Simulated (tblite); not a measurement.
# BN at GFN1-xTB (tblite): moving one setting at a time

Which settings matter? One reference run, then one change at a time; some changes are unwise on purpose.

Computed with tblite 0.8.0 (GFN1-xTB (tblite), atoms fixed, no spin polarisation, unless a step's input says otherwise).

## 1. The structure to begin with

The structure is orthorhombic, space group Fmm2 (No. 42). The conventional cell has a = 2.502 Å, b = 6.586 Å, c = 4.327 Å, α = 90.00°, β = 90.00°, γ = 90.00°. B (site symmetry mm2) is surrounded by 3 N at 1.44 Å. Around N (site symmetry mm2) lie 3 B at 1.44 Å.

Structure file:

```cif
data_structure
_symmetry_space_group_name_H-M 'Fmm2'
_symmetry_Int_Tables_number 42
_cell_length_a 2.5019
_cell_length_b 6.5857
_cell_length_c 4.3266
_cell_angle_alpha 90.000
_cell_angle_beta 90.000
_cell_angle_gamma 90.000
_cell_volume 71.29
loop_
_atom_site_label
_atom_site_type_symbol
_atom_site_symmetry_multiplicity
_atom_site_Wyckoff_symbol
_atom_site_fract_x
_atom_site_fract_y
_atom_site_fract_z
_atom_site_occupancy
B1 B 4 a 0.50000 0.00000 0.50011 1
N1 N 4 a 0.50000 0.00000 0.16659 1
```

The structure type (database structure) is imposed and need not be the compound's stable one.

## 2. The reference run

run.py

```python
import json
from ase import Atoms
from ase.build import make_supercell
from ase.units import Bohr, GPa, Hartree
from tblite.interface import Calculator

atoms = Atoms(['B', 'N'],
              cell=[[0.0, 3.29285696, 2.16327619], [1.25095839, 0.0, 2.16327619], [1.25095839, 3.29285696, 0.0]],
              scaled_positions=[[0.000113844, 0.000113844, 0.999886156], [0.666586146, 0.666586146, 0.333413854]],
              pbc=True)
cluster = make_supercell(atoms, [[-4, 4, 4], [2, -2, 2], [2, 2, -2]])
calc = Calculator('GFN1-xTB', cluster.numbers, cluster.positions / Bohr, lattice=cluster.cell[:] / Bohr, periodic=cluster.pbc)
calc.set('temperature', 0.02 / Hartree)
calc.set('max-iter', 150)
res = calc.singlepoint()
levels = res.get('orbital-energies') * Hartree
nv = round(res.get('orbital-occupations').sum() / 2)
cells = len(cluster) // len(atoms)
out = {'energy_per_cell': res.get('energy') * Hartree / cells, 'homo': levels[nv - 1], 'lumo': levels[nv],
       'stress': (-res.get('virial') * Hartree / cluster.get_volume() / GPa).tolist(), 'charges': res.get('charges')[:len(atoms)].tolist(), 'electrons': 2 * nv / cells}
json.dump(out, open('results.json', 'w'))
for key, value in out.items():
    print(key, value)
```

The run is started by

```console
$ python run.py
```

The log of the run:

```text
------------------------------------------------------------
  cycle        total energy    energy error   density error
------------------------------------------------------------
      1     -295.4777406070  -2.9855494E+02   9.9637627E-01
      2     -300.4859391336  -5.0081985E+00   5.0923080E-01
      3     -300.4909350016  -4.9958680E-03   2.1911695E-01
      4     -300.4931971710  -2.2621694E-03   1.1742350E-02
      5     -300.4953954950  -2.1983240E-03   2.1418671E-03
      6     -300.4954708708  -7.5375801E-05   2.7744190E-05
      7     -300.4954708750  -4.2058446E-09   2.5279706E-05
      8     -300.4954708845  -9.4893267E-09   3.9168990E-06
------------------------------------------------------------

 total:                                   2.406 sec
energy_per_cell -127.76403526268558
homo -13.048971892050373
lumo -9.174423423119299
stress [[2.0722147863945617, 3.3763816237956345e-09, 6.103440558695475e-15], [3.376381627009379e-09, 0.5334195101673769, -3.4408050025967937e-16], [5.941692776325847e-15, -3.4542423515587805e-16, 3.264766131666342]]
charges [0.39907172114129175, -0.3990702285776042]
electrons 8.0
```

Wall time 2.8 s (1 thread of AMD EPYC 9R45 (Zen 5), shared host); peak memory 0.13 GiB.

Gap 3.87 eV; pressure 2.0 GPa. The 128 atoms of the cluster fold only a few k-points onto the zone centre, so gap and energy may not be converged in the cluster's size.

## 3. Change: temperature = 0.001

Changes to run.py since step 2:

```diff
@@ -12,3 +12,3 @@
 calc = Calculator('GFN1-xTB', cluster.numbers, cluster.positions / Bohr, lattice=cluster.cell[:] / Bohr, periodic=cluster.pbc)
-calc.set('temperature', 0.02 / Hartree)
+calc.set('temperature', 0.001 / Hartree)
 calc.set('max-iter', 150)
```

The run is started by

```console
$ python run.py
```

The log of the run:

```text
------------------------------------------------------------
  cycle        total energy    energy error   density error
------------------------------------------------------------
      1     -295.4777406070  -2.9855494E+02   9.9637627E-01
      2     -300.4859391336  -5.0081985E+00   5.0923080E-01
      3     -300.4909350016  -4.9958680E-03   2.1911695E-01
      4     -300.4931971710  -2.2621694E-03   1.1742350E-02
      5     -300.4953954950  -2.1983240E-03   2.1418671E-03
      6     -300.4954708708  -7.5375801E-05   2.7744190E-05
      7     -300.4954708750  -4.2058446E-09   2.5279706E-05
      8     -300.4954708845  -9.4893267E-09   3.9168990E-06
------------------------------------------------------------

 total:                                   2.409 sec
energy_per_cell -127.76403526268558
homo -13.048971892050373
lumo -9.174423423119299
stress [[2.0722147863945617, 3.3763816237956345e-09, 6.103440558695475e-15], [3.376381627009379e-09, 0.5334195101673769, -3.4408050025967937e-16], [5.941692776325847e-15, -3.4542423515587805e-16, 3.264766131666342]]
charges [0.39907172114129175, -0.3990702285776042]
electrons 8.0
```

Wall time 2.8 s (1 thread of AMD EPYC 9R45 (Zen 5), shared host); peak memory 0.13 GiB.

Against the reference run the gap moves by 0.00 eV and the energy by 0.0 meV/atom.

## 4. Change: mixer-damping = 0.1

Changes to run.py since step 3:

```diff
@@ -12,4 +12,5 @@
 calc = Calculator('GFN1-xTB', cluster.numbers, cluster.positions / Bohr, lattice=cluster.cell[:] / Bohr, periodic=cluster.pbc)
-calc.set('temperature', 0.001 / Hartree)
+calc.set('temperature', 0.02 / Hartree)
 calc.set('max-iter', 150)
+calc.set('mixer-damping', 0.1)
 res = calc.singlepoint()
```

The run is started by

```console
$ python run.py
```

The log of the run:

```text
------------------------------------------------------------
  cycle        total energy    energy error   density error
------------------------------------------------------------
      1     -295.4777406070  -2.9855494E+02   9.9637627E-01
      2     -297.2005344340  -1.7227938E+00   8.6651540E-01
      3     -297.7871669387  -5.8663250E-01   5.0091214E-01
      4     -272.4287854362   2.5358382E+01   1.7871582E+00
      5     -299.1424577798  -2.6713672E+01   2.9469820E-01
      6     -300.4886635776  -1.3462058E+00   2.3695530E-02
      7     -300.4845515553   4.1120223E-03   2.7529832E-02
      8     -300.4889440099  -4.3924546E-03   2.1491083E-02
      9     -300.4943599189  -5.4159090E-03   8.8546715E-03
     10     -300.4954505169  -1.0905980E-03   1.1980718E-03
     11     -300.4954707348  -2.0217900E-05   1.0270988E-04
     12     -300.4954708847  -1.4991366E-07   9.1713612E-07
------------------------------------------------------------

 total:                                   3.141 sec
energy_per_cell -127.76403526277481
homo -13.04896965290094
lumo -9.174408016036349
stress [[2.072229825181422, 3.375982562976072e-09, 4.896877784996582e-15], [3.375982566189816e-09, 0.533434367757743, 8.475450314519412e-16], [4.7351300041504884e-15, 8.462012965486868e-16, 3.26476830908222]]
charges [0.39907557213753453, -0.39907424937290537]
electrons 8.0
```

It took 3.5 s on 1 thread of AMD EPYC 9R45 (Zen 5), shared host; peak memory 0.13 GiB.

Against the reference run the gap moves by 0.00 eV and the energy by 0.0 meV/atom.

## 5. Change: accuracy = 10.0

Changes to run.py since step 4:

```diff
@@ -14,3 +14,3 @@
 calc.set('max-iter', 150)
-calc.set('mixer-damping', 0.1)
+calc.set('accuracy', 10.0)
 res = calc.singlepoint()
```

The run is started by

```console
$ python run.py
```

The log of the run:

```text
------------------------------------------------------------
  cycle        total energy    energy error   density error
------------------------------------------------------------
      1     -295.4777405049  -2.9855494E+02   9.9637628E-01
      2     -300.4859390829  -5.0081986E+00   5.0923080E-01
      3     -300.4909349503  -4.9958674E-03   2.1911695E-01
      4     -300.4931971194  -2.2621691E-03   1.1742349E-02
      5     -300.4953954432  -2.1983238E-03   2.1418671E-03
      6     -300.4954708190  -7.5375797E-05   2.7744179E-05
      7     -300.4954708232  -4.2052761E-09   2.5279711E-05
------------------------------------------------------------

 total:                                   2.076 sec
energy_per_cell -127.7640352366242
homo -13.04898185484638
lumo -9.174508249272339
stress [[2.0721375629050485, 3.375986304787386e-09, -3.999310936858985e-15], [3.3759863080011296e-09, 0.5333392132128577, 1.676942899608645e-15], [-4.161058727562064e-15, 1.6755991647245554e-15, 3.2647552250190106]]
charges [0.3990472129644238, -0.3990466273171802]
electrons 8.0
```

Wall time 2.5 s (1 thread of AMD EPYC 9R45 (Zen 5), shared host); peak memory 0.13 GiB.

Against the reference run the gap moves by 0.00 eV and the energy by 0.0 meV/atom.

## 6. Change: max-iter = 5

Changes to run.py since step 5:

```diff
@@ -13,4 +13,3 @@
 calc.set('temperature', 0.02 / Hartree)
-calc.set('max-iter', 150)
-calc.set('accuracy', 10.0)
+calc.set('max-iter', 5)
 res = calc.singlepoint()
```

The run is started by

```console
$ python run.py
```

The log of the run:

```text
[... start of the log left out ...]
------------------------------------------------------------
  cycle        total energy    energy error   density error
------------------------------------------------------------
      1     -295.4777406070  -2.9855494E+02   9.9637627E-01
      2     -300.4859391336  -5.0081985E+00   5.0923080E-01
      3     -300.4909350016  -4.9958680E-03   2.1911695E-01
      4     -300.4931971710  -2.2621694E-03   1.1742350E-02
      5     -300.4953954950  -2.1983240E-03   2.1418671E-03
------------------------------------------------------------

 total:                                   1.942 sec
tblite.exceptions.TBLiteRuntimeError: SCF not converged in 5 cycles
```

Wall time 2.3 s (1 thread of AMD EPYC 9R45 (Zen 5), shared host); peak memory 0.13 GiB.

The run did not converge.

## 7. Change: cluster = 1x1x1

Changes to run.py since step 6:

```diff
@@ -10,6 +10,6 @@
               pbc=True)
-cluster = make_supercell(atoms, [[-4, 4, 4], [2, -2, 2], [2, 2, -2]])
+cluster = make_supercell(atoms, [[-1, 1, 1], [1, -1, 1], [1, 1, -1]])
 calc = Calculator('GFN1-xTB', cluster.numbers, cluster.positions / Bohr, lattice=cluster.cell[:] / Bohr, periodic=cluster.pbc)
 calc.set('temperature', 0.02 / Hartree)
-calc.set('max-iter', 5)
+calc.set('max-iter', 150)
 res = calc.singlepoint()
```

The run is started by

```console
$ python run.py
```

The log of the run:

```text
------------------------------------------------------------
  cycle        total energy    energy error   density error
------------------------------------------------------------
      1     -17.83595622567  -1.8028281E+01   1.0966803E+00
      2     -18.30360658403  -4.6765036E-01   5.5537919E-01
      3     -18.30363315159  -2.6567562E-05   2.5578363E-01
      4     -18.30364034516  -7.1935703E-06   3.9700637E-03
      5     -18.30365739011  -1.7044951E-05   1.0489693E-03
      6     -18.30365862855  -1.2384324E-06   1.2226831E-04
      7     -18.30365864120  -1.2650517E-08   5.5237944E-05
      8     -18.30365864446  -3.2678145E-09   7.0879104E-09
------------------------------------------------------------

 total:                                   0.042 sec
energy_per_cell -124.5169802581945
homo -13.503957156927788
lumo -9.072704153867603
stress [[23.939715551489627, 1.7420324622606043e-08, 9.104412674999432e-15], [1.7420324625048873e-08, 2.673565982454411, -8.4024052008437e-15], [9.096957894502326e-15, -8.401986821909835e-15, 48.80986233663832]]
charges [0.4571461589769026, -0.45714592132794074]
electrons 8.0
```

It took 0.41 s on 1 thread of AMD EPYC 9R45 (Zen 5), shared host; peak memory 0.094 GiB.

Against the reference run the gap moves by +0.56 eV and the energy by +1623.5 meV/atom. One cell at the zone centre alone can't describe the crystal.

## 8. What moved

| change | ends | gap (eV) | energy (meV/atom) | pressure (GPa) | time |
| --- | --- | --- | --- | --- | --- |
| none | converged | 3.87 | 0 | 2.0 | 2.8 s |
| temperature = 0.001 | converged | 0.00 | 0.0 | 0.0 | 2.8 s |
| mixer-damping = 0.1 | converged | 0.00 | 0.0 | 0.0 | 3.5 s |
| accuracy = 10.0 | converged | 0.00 | 0.0 | 0.0 | 2.5 s |
| max-iter = 5 | not converged | – | – | – | 2.3 s |
| cluster = 1x1x1 | converged | +0.56 | +1623.5 | +23.2 | 0.41 s |

The first row holds values, the others changes from it. Keys are the program's: temperature in eV (tblite) or K (CP2K), cutoffs in Ry, CUTOFP in Å. Among the numerical settings, cluster = 1x1x1 moves the energy most (+1623.5 meV/atom). 1 of the 5 changes gave no result. The changed runs test settings; they are no properties of the crystal.
